Set aside the ten 5d electrons of lead, and each PbS unit has ten valence electrons to place, four from lead and six from sulphur. The ionic picture of Pb²⁺ and S²⁻ puts two of them in Pb 6s, two in S 3s and six in S 3p, which leaves the Pb 6p shell empty. Yet a density-functional calculation assigns 1.36 p electrons to each lead atom. The name Pb(II) survives this count, and the energies at which these electrons sit show why.

OpenMX 3.8.5, PBE-D4 without spin–orbit coupling, for PbS (8-atom cell) with the OpenMX 2013 PBE potentials and the precise basis; k mesh 5×5×5, and 6×6×6 for the density of states. Mulliken projections of the filled states above a window floor of −12 eV, with band centres relative to the top of the valence bands.

| projection name | projection electrons (e) | projection band centre (eV) |
| --- | --- | --- |
| Pb1_s | 1.820 | -6.740 |
| Pb1_p | 1.360 | -3.100 |
| Pb1_d | 0.390 | -3.660 |
| Pb1_f | 0.030 | -4.430 |
| Pb2_s | 1.820 | -6.740 |
| Pb2_p | 1.360 | -3.100 |
| Pb2_d | 0.390 | -3.660 |
| Pb2_f | 0.030 | -4.420 |
| Pb3_s | 1.820 | -6.740 |
| Pb3_p | 1.360 | -3.100 |
| Pb3_d | 0.390 | -3.670 |
| Pb3_f | 0.030 | -4.430 |
| Pb4_s | 1.820 | -6.740 |
| Pb4_p | 1.360 | -3.100 |
| Pb4_d | 0.390 | -3.660 |
| Pb4_f | 0.030 | -4.430 |
| S5_s | 1.180 | -10.870 |
| S5_p | 4.360 | -2.430 |
| S5_d | 0.060 | -3.040 |
| S5_f | 0.050 | -3.490 |
| S6_s | 1.180 | -10.870 |
| S6_p | 4.350 | -2.440 |
| S6_d | 0.060 | -3.030 |
| S6_f | 0.050 | -3.490 |
| S7_s | 1.180 | -10.870 |
| S7_p | 4.360 | -2.430 |
| S7_d | 0.060 | -3.040 |
| S7_f | 0.050 | -3.490 |
| S8_s | 1.180 | -10.870 |
| S8_p | 4.360 | -2.430 |
| S8_d | 0.060 | -3.040 |
| S8_f | 0.050 | -3.490 |

A projection name such as Pb1_p gives the element, the number of the atom and the shape of the atomic functions onto which the filled states are projected. The projection electrons are the share of the filled states assigned to those functions, and the projection band centre is the average energy of that share. Energies are counted from the top of the valence bands, so a more negative centre lies deeper. The four lead atoms are equivalent by symmetry, and so are the four sulphur atoms. Differences of 0.01 between them are numerical noise, which leaves eight distinct rows to explain.

The four largest projections have a clear order in energy. S s is deepest, followed by Pb s, Pb p and S p. The striking member is Pb p: its centre lies 3.64 eV above that of Pb s on the same atom, but only 0.67 eV below that of S p on the neighbouring atoms. The p electrons of lead thus keep company in energy with the p electrons of sulphur.

This follows from what a projection does. An electron in a crystal occupies a state that extends over both kinds of atom, and that state has one energy. The projection divides the electron between the atoms, but it does not divide the energy. If a state is three quarters S p and one quarter Pb p, both portions enter the table at the same energy. A band centre is therefore a weighted average over the energies of shared bands, and it need not be the level of an atomic shell.

Two orbitals are enough to see how an "empty" shell acquires electrons. Let a filled S 3p orbital lie below an empty Pb 6p orbital, and let them overlap. They form a lower, bonding state, mostly S 3p with some Pb 6p, and an upper, antibonding state with the proportions reversed. The electrons fill only the lower one. Lead then shows some p electrons at the energy of the sulphur band, while most of its 6p shell remains empty above the gap.

The table agrees with this picture on both atoms. S p holds 4.36 electrons, which is 1.64 short of a full shell, and lead carries about 24 % of all p electrons counted. The distance between the s and p centres of lead is for the same reason no measure of the atomic 6s–6p separation. The empty part of the 6p shell, which lies higher, does not enter the average.

Pb s behaves differently because its shell starts out low. A 6s electron penetrates close to the heavy nucleus, where strong attraction and relativistic contraction lower its energy. This helps to make the 6s pair of Pb(II) stable, though the table does not test the cause. The projection finds 1.82 electrons there, centred 4.31 eV below S p. The shell is nearly full, as the ionic picture says.

A nearly full shell is not necessarily an inert one. When Pb 6s mixes with filled S 3p, the bonding and the antibonding combination are both occupied, so the mixing hardly changes the number of 6s electrons. It does spread them in energy. The antibonding combination is known to form the top of the valence bands in PbS, far above the average of −6.74 eV. A single centre hides this spread, which a density of states resolved in energy would display.

The S s rows look odd at first sight, with 1.18 electrons where a filled 3s shell should hold nearly two. The cause is the lower edge of the energy window. The table accounts for all but 0.75 of the ten electrons per PbS, and the atomic charges of the same run place 0.66 of that shortfall on sulphur. The S 3s bands are the deepest after the Pb 5d bands, so they are the natural source. If the whole sulphur part is 3s, the shell holds about 1.84 electrons, and its true centre is deeper than the one printed.

There remains the small offset between Pb p and S p. Suppose that most of the Pb p electrons share the S p centre at −2.43 eV, and that a fraction x sits instead in the part of the S 3s bands inside the window, taken to lie at the S s centre of −10.87 eV. Moving the whole Pb p weight from one to the other would lower its centre by 10.87 − 2.43 = 8.44 eV. The offset of 0.67 eV then requires x = 0.67/8.44, or about 8 %. That is roughly 0.11 electron per lead atom.

So small an admixture is plausible, since Pb 6p can also bond with S 3s. A second route leads to the same result. Within the S 3p bands, the states that gain most from bonding with Pb 6p are pushed down, so the lead share is concentrated in the lower part of those bands. Both effects are to be expected from bonding theory, and both lower the Pb p centre. The estimate tells how much of the first would be needed if it acted alone, not that so much is present. The centres cannot tell how the two divide the work, or whether some Pb p weight in the Pb 6s bands adds to them.

The Pb d rows need the same caution as Pb p. Their 0.39 electron is not the 5d shell, which is full and lies below the window. It is d character mixed into the higher bands, where functions on lead help to describe electrons shared with sulphur. On both atoms the centre deepens from p to d to f, which means that the deeper filled states have a growing weight in the average. A likely reason is that the d and f functions have no shell of their own in this window and pick up the tails of neighbouring orbitals, including deep ones.

Taken together, the lead rows hold 3.60 electrons per atom, 1.60 more than the ionic 6s pair. It would be wrong to conclude that lead has been largely reduced to the metal. The method splits the electrons in an overlap region equally between the two atoms, and the wide functions on lead reach well into the space around sulphur. Another set of functions would move the dividing line and change the count, although the crystal and its bonds stayed the same. The numbers describe the character of bands and are not oxidation states.

The energies have limits of their own. The mesh of electron wave vectors misses the point where the valence bands of PbS reach their true top, so the zero may be too low and all centres may share one shift. Such a shift leaves the differences between Pb s, Pb p and S p unchanged. The S s centre is less certain, because it also depends on where the floor cuts the bands. The Pb s and Pb p centres may share a little of this doubt, since any lead weight in the S 3s bands is cut along with them. Spin–orbit coupling was left out. It splits the 6p level of lead and should therefore change how Pb 6p mixes with S 3p, but the size of the effect on the p rows was not computed.

The same reasoning can be tried on other closed-shell compounds of a metal and a nonmetal. First ask whether the metal shell is filled or empty in the ionic picture, and whether it lies below or above the filled p band of the nonmetal. A filled shell well below that band should appear nearly full, with a centre of its own. An empty shell above it should appear partly filled, with a centre close to that of the nonmetal, and stronger mixing should raise its count. The differences and electron counts used here, together with the one estimate, whose single unknown is fixed by the offset itself, are printed after this text.

Numerical output:

```
Electrons in the window per PbS (e): 9.248
Electrons missing per PbS, of ten outside the 5d bands (e): 0.7525
Electrons in the window on one Pb (e): 3.6
Electrons in the window on one S (e): 5.648
Electrons below the floor on one S, from its Mulliken charge (e): 0.664
Electrons below the floor on one Pb beyond ten 5d (e): 0.08854
S s electrons if all that is missing on S is 3s (e): 1.844
Electrons on Pb in the window beyond an ionic 6s pair (e): 1.6
Share of all p electrons in the window that is on Pb (%): 23.78
S p electrons short of a full shell of six (e): 1.64
Pb s centre below S p centre (eV): 4.31
Pb s centre above S s centre in the window (eV): 4.13
Pb p centre above Pb s centre (eV): 3.64
Pb p centre below S p centre (eV): 0.67
Pb d centre and then Pb f centre below Pb p centre (eV): 0.56, 1.33
S d centre and then S f centre below S p centre (eV): 0.61, 1.06
Part of Pb p weight at the S s centre that would give the whole Pb p offset (%): 7.938
The same part in electrons per Pb (e): 0.108
```
